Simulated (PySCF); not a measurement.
# HgTe (I-4m2) in PySCF: density of states with PBE

Aim: the density of states of HgTe with PBE.

Program: PySCF 2.14.0. These are calculated values, not measurements. Logs are shortened: lines on timing, memory, paths and dates and some standing lists are left out, and cuts for length are marked.

## Step 1: The structure

It takes space group I-4m2 (No. 119, tetragonal). Conventional cell: a = 6.091 Å, b = 6.091 Å, c = 3.119 Å, α = 90.00°, β = 90.00°, γ = 90.00°. Around Hg (site symmetry -4m2) lie 2 Hg at 3.12 Å and 4 Te at 3.14 Å. Te (site symmetry -4m2) has 2 Te at 3.12 Å and 4 Hg at 3.14 Å as nearest neighbours.

Measurements of this composition are mostly on another form, of space group No. 216.

## Step 2: Density of states, PBE

run.py

```python
import json
import numpy as np
from pyscf.pbc import gto, scf, dft, df

cell = gto.Cell()
cell.basis = {'Hg': 'DZVP-MOLOPT-SR-GTH-q12', 'Te': 'DZVP-MOLOPT-SR-GTH-q6'}
cell.pseudo = {'Hg': 'GTH-PBE-q12', 'Te': 'GTH-PBE-q6'}
cell.fromfile('HgTe.cif')
cell.ke_cutoff = 90  # hartree
cell.exp_to_discard = 0.02
cell.precision = 1e-08
cell.space_group_symmetry = True
cell.symmorphic = False
cell.max_memory = 5880  # MB
cell.verbose = 4
cell.build()

res = {}
kpts = cell.make_kpts([10, 10, 10], space_group_symmetry=True, time_reversal_symmetry=True)
cell.space_group_symmetry = False  # the mesh holds the operations; no search on the supercells of the integral code
mf = dft.KRKS(cell, kpts, xc='pbe')
mf = mf.multigrid_numint()
mf = mf.smearing(sigma=0.00183747, method='fermi')  # hartree
mf.conv_tol = 1e-07
mf.max_cycle = 60

mf.kernel()
res.update(converged=bool(mf.converged), e_tot=mf.e_tot, nelec=cell.nelectron, nao=cell.nao, mesh=list(map(int, cell.mesh)), a=cell.lattice_vectors().tolist(), coords=cell.atom_coords().tolist(),
           mo_energy=[np.real(x).tolist() for x in mf.mo_energy], mo_occ=[np.real(x).tolist() for x in mf.mo_occ])
res.update(e_free=mf.e_free, e_zero=mf.e_zero)
res.update(kpts=kpts.kpts_scaled_ibz.tolist(), weights=kpts.weights_ibz.tolist())
res['parts'] = {k: float(np.real(v)) for k, v in mf.scf_summary.items() if np.isscalar(v)}
json.dump(res, open('results.json', 'w'))
if not mf.converged:
    raise SystemExit('SCF not converged')

print('levels (eV)')
for i, kp in enumerate(res['kpts'][:40]):
    print('k %7.4f %7.4f %7.4f  ' % tuple(kp), ' '.join('%.3f' % (x * 27.211386) for x in res['mo_energy'][i][:14]))

mf = mf.to_khf()  # unfold to the whole mesh
kpts = mf.kpts
# Mulliken populations
dm, s = np.asarray(mf.make_rdm1()), np.asarray(mf.get_ovlp())
sites = cell.aoslice_by_atom()[:, 2:]
tot = np.einsum('kij,kji->i', dm, s).real / len(kpts)
res['mulliken'] = [cell.atom_charge(i) - tot[a0:a1].sum() for i, (a0, a1) in enumerate(sites)]
print('Mulliken charges', np.round(res['mulliken'], 5))

# density of states, Gaussians of 0.15 eV
e = np.asarray(mf.mo_energy).real.reshape(1, -1) * 27.211386
ef = mf.get_fermi()
ef = np.max(ef) * 27.211386
x = np.arange(-15, 10.01, 0.1) + round(ef, 1)
dos = np.exp(-((x[:, None, None] - e) / 0.15) ** 2 / 2).sum(-1).T / (0.15 * np.sqrt(2 * np.pi) * len(kpts)) * 2
res.update(dos_e=x.tolist(), dos=dos.tolist())
for a, b in zip(x[::5], dos.T[::5]):
    print('%8.2f' % a, ' '.join('%9.4f' % y for y in b))

# density on a uniform mesh
grids = dft.gen_grid.UniformGrids(cell)
grids.mesh = [25, 25, 25]
grids.build()
ni = dft.numint.KNumInt()
rho = [ni.get_rho(cell, x, grids, kpts) for x in [dm]]
np.save('rho.npy', np.reshape(rho, (-1, *grids.mesh)))
res['done'] = True
json.dump(res, open('results.json', 'w'))
```

HgTe.cif

```cif
data_HgTe
_cell_length_a 4.58073737
_cell_length_b 4.58073737
_cell_length_c 4.58073737
_cell_angle_alpha 96.65502129
_cell_angle_beta 96.65502129
_cell_angle_gamma 140.19412896
_space_group_name_H-M_alt 'P1'
_space_group_name_Hall 'P 1'
_space_group_IT_number 1
loop_
_space_group_symop_operation_xyz
'x,y,z'
loop_
_atom_site_label
_atom_site_type_symbol
_atom_site_symmetry_multiplicity
_atom_site_Wyckoff_symbol
_atom_site_fract_x
_atom_site_fract_y
_atom_site_fract_z
_atom_site_occupancy
Hg1 Hg 1 a 0.7500000000 0.2500000000 0.5000000000 1
Te1 Te 1 a 0.0000000000 0.0000000000 0.0000000000 1
```

Potentials or basis: DZVP-MOLOPT-SR/GTH-PBE (potentials made for PBE).

Command:

```bash
OMP_NUM_THREADS=4 python -u run.py > log
```

The program printed:

```text
Discarded 0 diffused primitive functions, 0 contracted functions
time reversal: True
k-points in IBZ                         weights
  0:  0.000000,  0.000000,  0.000000    1/1000
  1:  0.500000,  0.000000,  0.500000    4/1000
  2:  0.500000,  0.500000, -0.000000    2/1000
  3:  0.500000,  0.500000,  0.500000    1/1000
  4:  0.600000,  0.000000,  0.400000    8/1000
  5:  0.600000,  0.400000,  0.000000    4/1000
[... 94 lines left out ...]
100:  0.900000,  0.900000,  0.800000    8/1000
101:  0.900000,  0.900000,  0.900000    8/1000

******** <class 'pyscf.pbc.scf.smearing.SmearingKsymAdaptedKRKS'> ********
method = SmearingKsymAdaptedKRKS
initial guess = minao
damping factor = 0
level_shift factor = 0
DIIS = <class 'pyscf.scf.diis.CDIIS'>
diis_start_cycle = 1
diis_space = 8
diis_damp = 0
SCF conv_tol = 1e-07
SCF conv_tol_grad = None
SCF max_cycles = 60
direct_scf = True
direct_scf_tol = 1e-13

******** PBC SCF flags ********
N kpts (BZ) = 1000
N kpts (IBZ) = 102
Exchange divergence treatment (exxdiv) = ewald
    madelung (= occupied orbital energy shift) = 0.0374706070826773
    Total energy shift due to Ewald probe charge = -1/2 * Nelec*madelung = -0.337235463744
DF object = <pyscf.pbc.df.fft.FFTDF object>
XC functionals = pbe
small_rho_cutoff = 0
Uniform grid, mesh = [39 39 39]
Set gradient conv threshold to 0.000316228
nelec by numeric integration = 18.000000000000032
init E= -49.3209568692582
    sigma = 0.00183747  Optimized mu = 0.314642344072  entropy = 0.183303919652
nelec by numeric integration = 17.999999999973507
    Total E(T) = -49.2753592493118  Free energy = -49.275696064765  E0 = -49.2755276570384
cycle= 1 E= -49.2753592493118  delta_E= 0.0456  |g|= 1.08  |ddm|= 23.2
    sigma = 0.00183747  Optimized mu = 0.300597631717  entropy = 0.245378820468
nelec by numeric integration = 17.99999999997298
    Total E(T) = -49.2704895626552  Free energy = -49.2709404388765  E0 = -49.2707150007659
cycle= 2 E= -49.2704895626552  delta_E= 0.00487  |g|=  1.5  |ddm|= 12.6
    sigma = 0.00183747  Optimized mu = 0.298571511642  entropy = 0.162896316999
nelec by numeric integration = 17.999999999976964
    Total E(T) = -49.2817063387005  Free energy = -49.2820056557961  E0 = -49.2818559972483
cycle= 3 E= -49.2817063387005  delta_E= -0.0112  |g|= 0.544  |ddm|= 9.18
    sigma = 0.00183747  Optimized mu = 0.301447720408  entropy = 0.191536126216
nelec by numeric integration = 17.999999999975067
    Total E(T) = -49.2833205238386  Free energy = -49.2836724657244  E0 = -49.2834964947815
cycle= 4 E= -49.2833205238386  delta_E= -0.00161  |g|= 0.00973  |ddm|= 3.85
    sigma = 0.00183747  Optimized mu = 0.301436232899  entropy = 0.190980241775
nelec by numeric integration = 17.99999999997509
    Total E(T) = -49.2833220155292  Free energy = -49.283672935994  E0 = -49.2834974757616
cycle= 5 E= -49.2833220155292  delta_E= -1.49e-06  |g|= 0.00168  |ddm|= 0.057
    sigma = 0.00183747  Optimized mu = 0.301436795181  entropy = 0.191031942972
nelec by numeric integration = 17.999999999975078
    Total E(T) = -49.283321935317  Free energy = -49.2836729507813  E0 = -49.2834974430492
cycle= 6 E= -49.283321935317  delta_E= 8.02e-08  |g|= 9.72e-05  |ddm|= 0.00796
    sigma = 0.00183747  Optimized mu = 0.301436805873  entropy = 0.191052890841
nelec by numeric integration = 17.99999999997508
    Total E(T) = -49.283321896718  Free energy = -49.2836729506734  E0 = -49.2834974236957
Extra cycle  E= -49.283321896718  delta_E= 3.86e-08  |g|= 0.000184  |ddm|= 0.00177
converged SCF energy = -49.283321896718
levels (eV)
k  0.0000  0.0000  0.0000   -4.200 0.743 1.432 1.502 1.938 1.938 4.751 5.796 5.796 11.766 12.903 15.530 15.530 17.988
k  0.5000  0.0000  0.5000   -1.740 1.153 1.285 1.549 1.714 1.968 3.670 6.290 7.132 8.065 11.483 12.100 14.330 16.915
k  0.5000  0.5000 -0.0000   -3.677 0.686 1.155 1.201 1.958 1.987 2.102 7.328 9.766 10.226 11.125 11.720 17.449 19.708
k  0.5000  0.5000  0.5000   -3.589 0.703 1.723 1.967 1.967 1.999 3.810 3.898 3.898 11.428 16.120 16.585 16.585 21.050
k  0.6000  0.0000  0.4000   -2.119 1.215 1.322 1.500 1.688 2.004 4.125 5.736 6.956 8.769 11.703 12.522 14.057 16.449
k  0.6000  0.4000  0.0000   -3.737 0.700 1.226 1.236 1.947 1.983 2.198 7.128 9.113 10.963 11.315 11.888 17.274 17.998
[... 32 lines left out ...]
k  0.8000  0.5000  0.4000   -2.544 1.339 1.378 1.619 1.728 1.908 4.116 5.441 5.912 7.129 13.052 14.846 15.512 19.133
k  0.8000  0.5000  0.5000   -2.573 1.353 1.362 1.639 1.720 1.808 4.041 5.710 5.717 7.811 12.865 14.357 15.310 19.262
Mulliken charges [-0.27626  0.27626]
   -6.80    0.0000
   -6.30    0.0000
   -5.80    0.0000
   -5.30    0.0000
   -4.80    0.0000
   -4.30    0.0591
[... 43 lines left out ...]
   17.70    1.0762
   18.20    1.3473
```

Wall time 15 min (4 threads of Arm Neoverse V1, shared host); peak memory 5.5 GiB.

Results:

- Free energy: -1341.0771 eV
- Band gap on the k mesh: none (metal or under the smearing width)
- Mulliken charges: Hg -0.28; Te +0.28 e

States per cell in windows of 1 eV (zero at the Fermi level; states under -8 eV left out):
```tsv
from (eV)	total
-8.0	1.96
-7.0	8.02
-6.0	0.74
-5.0	1.04
-4.0	0.71
-3.0	1.25
-2.0	1.33
-1.0	0.99
0.0	0.94
1.0	0.69
2.0	0.71
3.0	0.81
4.0	1.26
5.0	1.40
6.0	1.00
7.0	0.80
```

Caveat: Mulliken charges move with the basis; the basis of atomic orbitals isn't converged, which shifts pressures, moduli and gaps. Spin-orbit coupling is left out, which matters for the levels of Hg, Te.
